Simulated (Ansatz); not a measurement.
Runs of Ansatz 0.2.0 on VH2. The structure is cubic, space group Fm-3m (No. 225). Conventional cell: a = 4.271 Å, b = 4.271 Å, c = 4.271 Å, α = 90.00°, β = 90.00°, γ = 90.00°. V (site symmetry m-3m) has 8 H at 1.85 Å as nearest neighbours. Around H (site symmetry -43m) lie 4 V at 1.85 Å. 

| task | level | U | cell | points for each segment of the path | hubbard projectors | double counting | gap on the mesh (eV) | pressure (GPa) | moment (μB) | relaxed volume (Å³/atom) |
| --- | --- | --- | --- | --- | --- | --- | --- | --- | --- | --- |
| band structure | r2SCAN+U | V d U = 5 eV | as given | 14 | ortho-atomic (the default) | fll (the default) | none | 39.6 | 2.85 | - |
| relaxation of cell and atoms | r2SCAN | - | relaxed | - | - | - | none | 0.0 | 0.13 | 6.12 |
| relaxation of cell and atoms | r2SCAN+D4 | - | relaxed | - | - | - | none | 0.0 | 0.12 | 6.05 |
| band structure | r2SCAN | - | as given | 14 | - | - | none | -2.4 | 1.24 | - |
| relaxation of cell and atoms | r2SCAN+D3(BJ) | - | relaxed | - | - | - | none | 0.0 | 0.12 | (c) |
| relaxation of cell and atoms | r2SCAN+rVV10 | - | relaxed | - | - | - | none | 0.0 | 0.12 | (b) |
| band structure | r2SCAN+U | V d U = 6 eV | as given | 14 | ortho-atomic (the default) | fll (the default) | none | 44.0 | 2.87 | - |
| relaxation of cell and atoms | r2SCAN+D3(BJ)-ATM | - | relaxed | - | - | - | none | 0.0 | 0.12 | 6.07 |
| band structure | r2SCAN+U | V d U = 2 eV | as given | 14 | ortho-atomic (the default) | fll (the default) | none | 8.7 | (a) | - |
| band structure | r2SCAN+U | V d U = 1 eV | as given | 14 | ortho-atomic (the default) | fll (the default) | none | 5.6 | 1.65 | - |
| band structure | r2SCAN+U | V d U = 3 eV | as given | 14 | ortho-atomic (the default) | fll (the default) | none | 12.9 | (d) | - |

Alike in all rows: potentials or basis Ansatz PAW; spin collinear, ferromagnetic start; k mesh 11 × 11 × 11; cutoff (eV) 500; smearing fermi-dirac 0.05 eV.

Q: Estimate the missing entries.

A: (a) 1.70; (b) 6.09; (c) 6.01; (d) 1.86.

Caveats: the magnetic or orbital state may not be the lowest; the PAW data sets come from PBE, with cores solved anew for the run's functional, which leaves a small shift of forces and pressure; the U is typed as a test and isn't derived for this compound (some runs); the plane-wave basis is chosen anew once the cell has moved, so the energies of steps on either side of that aren't comparable (some runs); the starting moments weren't kept (some runs); pairwise dispersion overbinds metals, which lowers pressure and volume (some runs); a pressure of tens of GPa on the cell as given is suspect, and the run, the potentials or the cell itself is likely at fault (some runs).

A gap of «none» marks a metal or a gap under the smearing width.
